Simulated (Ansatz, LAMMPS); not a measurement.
# Gap against volume in glassy 73SiO2-23BaO-4TiO2 (mol %) (72 atoms)

Density of this cell: 3.29 g/cm³. The cell holds 72 atoms: 19 Si, 6 Ba, 1 Ti and 46 O. Cell: a = 10.349 Å, b = 10.301 Å, c = 10.179 Å, α = 89.6°, β = 85.8°, γ = 88.5°. The starting structure: 72 atoms (19 Si, 6 Ba, 1 Ti, 46 O) placed at random at 3.15 g/cm³, melted at 4000 K for 10 ps at fixed volume with the Morse and Coulomb pair potential with partial charges (Pedone, Malavasi, Menziani, Cormack and Segre, J. Phys. Chem. B 110, 11780 (2006)). Quenched from 4000 K to 300 K at 8 K/ps and fixed volume, held 10 ps at zero pressure.

Calculated with Ansatz 0.2.0: Kohn-Sham DFT, PBE, PAW (set soft_2), plane waves; cutoff 420 eV, Γ point, fixed occupations. The relaxed cell was scaled evenly and the atoms were relaxed at each volume. The gap is that between the highest filled and the lowest empty Kohn-Sham level on the run's k-points.

| volume (Å³/atom) | gap (eV) |
| --- | --- |
| 13.524 | 3.066 |
| 14.125 | 3.036 |
| 14.576 | 3.012 |
| 15.027 | 2.997 |
| 15.477 | ? |
| 15.928 | 2.857 |

Task: Fit a straight line in ln V to the rows given and interpolate to the withheld row.

Worked fit:

A volume deformation potential makes the spacing linear in u = ln(V/V0), with V0 = 15.027 Å³ the relaxed volume; v is the spacing.

```
u = ln(V/V0)  v (eV)
   -0.105361  3.0657
  -0.0618761  3.0358
  -0.0304588  3.0121
           0  2.9969
   0.0582690  2.8568
```

With n = 5: mean u = -0.0278853, mean v = 2.99346, Σ(u − ū)² = 0.015365, Σ(u − ū)(v − v̄) = -0.018762. Slope b = -0.018762 / 0.015365 = -1.2211; intercept a = v̄ − b ū = 2.9594.

At the withheld volume u = 0.02956, and v = a + b u.

Prediction at 15.477: 2.923 eV. The run gave 2.938 eV, so the fit is low by 0.015 eV (0.50 % of the value).

The rows follow a line only loosely (correlation 0.94 in size over all rows, under the 0.97 asked here), so the slope of -1.22 eV is a mean trend and no deformation potential. Among the rows given, the largest miss of the fit is at 15.027, by 0.037 eV (18 % of the range of the table).

Limits: The table spans 16 % in volume, wide for a linear law. Semilocal functionals tend to put gaps under measured ones. Only the Γ point is sampled. Defect or tail levels can set the spacing of a disordered cell. Spin–orbit coupling is left out, which matters for the levels of the heavy elements.

[Logs are printed without paths, hosts, clocks, repeated set-up lines and the standing remarks that a program may print on its own settings, such as how far it seeks lower states.]

[Hosts, paths, dates, database ids (printed as entryN), source tags and the programs' standing remarks are cut or masked in the printed files.]
